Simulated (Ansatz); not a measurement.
# LiAl12: the cost of one run

Program: Ansatz 0.2.0. Level of theory: DFT PBE, scalar-relativistic, plane waves, PAW. These are calculated values, not measurements.

6 further runs of the same task are left out: 6 set aside as unsound or not needed.

### Step 1. Starting point

The structure is cubic, space group Fm-3m (No. 225). Conventional cell: a = 4.041 Å, b = 4.041 Å, c = 4.041 Å, α = 90.00°, β = 90.00°, γ = 90.00°. Around Al (site symmetry m-3m) lie 12 Al at 2.86 Å.

Structure file:

```
Al
1.0
     0.00000    2.02031    2.02031
     2.02031    0.00000    2.02031
     2.02031    2.02031    0.00000
Al
1
Direct
  0.00000 0.00000 0.00000
```

It is the result of an earlier relaxation at this level (volume 16.49 Å³/atom; gap on the mesh: none (metal)).

### Step 2. Plan of the scan

Atoms count from 1 in the order of the input.

Li is moved over the surface cell; relaxed at each place: the height of the adsorbate's atoms; substrate rigid; the origin of the map has the adsorbate above Al9.

- position of Li13 along the first surface vector, from above Al9: 6 values from 0.000 to 0.833, periodic
- position of Li13 along the second surface vector, from above Al9: 6 values from 0.000 to 0.833, periodic

Relaxed at each point: the height of the adsorbate's atoms; substrate rigid. Points are written as (first, second).

The two vectors of the plane (Å): (2.857, 0.000, 0.000); (-1.429, 2.474, 0.000).

### Step 3. The run at (0/6, 0/6) of the map's two axes

Input file input.yaml:

```yaml
crystal:
  lattice:
    - [5.7143028096, 0.0, 0.0]
    - [-2.8571514048, 4.948731398, 0.0]
    - [0.0, 0.0, 20.1016425062]
  atoms:
    - { symbol: Al, position: [0.3333333333, 0.1666666667, 0.1989887144] }
    - { symbol: Al, position: [0.3333333333, 0.6666666667, 0.1989887144] }
    - { symbol: Al, position: [0.8333333333, 0.1666666667, 0.1989887144] }
    - { symbol: Al, position: [0.8333333333, 0.6666666667, 0.1989887144] }
    - { symbol: Al, position: [0.1666666667, 0.3333333333, 0.3134533093] }
    - { symbol: Al, position: [0.1666666667, 0.8333333333, 0.3134533093] }
    - { symbol: Al, position: [0.6666666667, 0.3333333333, 0.3134533093] }
    - { symbol: Al, position: [0.6666666667, 0.8333333333, 0.3134533093] }
    - { symbol: Al, position: [0.0, 0.0, 0.427907446] }
    - { symbol: Al, position: [0.0, 0.5, 0.427907446] }
    - { symbol: Al, position: [0.5, 0.0, 0.427907446] }
    - { symbol: Al, position: [0.5, 0.5, 0.427907446] }
    - { symbol: Li, position: [0.0, 0.0, 0.5522753926] }
basis:
  ecutwfc: 420
kpoints:
  mp_grid: { grid: [6, 6, 1] }
hamiltonian:
  xc: pbe
scf:
  occupations: { method: gaussian, width: 0.1 }
output:
  forces: true
  eigenvalues: true
relax:
  adjacent_minimum: "off"
  f_tol: 0.025
  max_steps: 16
  constraints:
    - { sites: [0, 1, 2, 3, 4, 5, 6, 7, 8, 9, 10, 11] }
    - { sites: [12], fix: xy }
efield:
  axis: 3
  dipole_correction: true
  ramp_width: 0.04
```

The run is started by

```sh
$ ansatz run input.yaml --threads 4 --pin off --max-ram 12288MiB --backend cpu --events-out ev --progress --plain --runs-dir out
```

**Question.** How long does this run take on 4 threads of Intel Xeon Platinum 8259CL at 2.50GHz (Skylake/Cascade Lake), shared host, and how much memory does it need?

About 7.6 s, with a peak of 0.89 GiB.
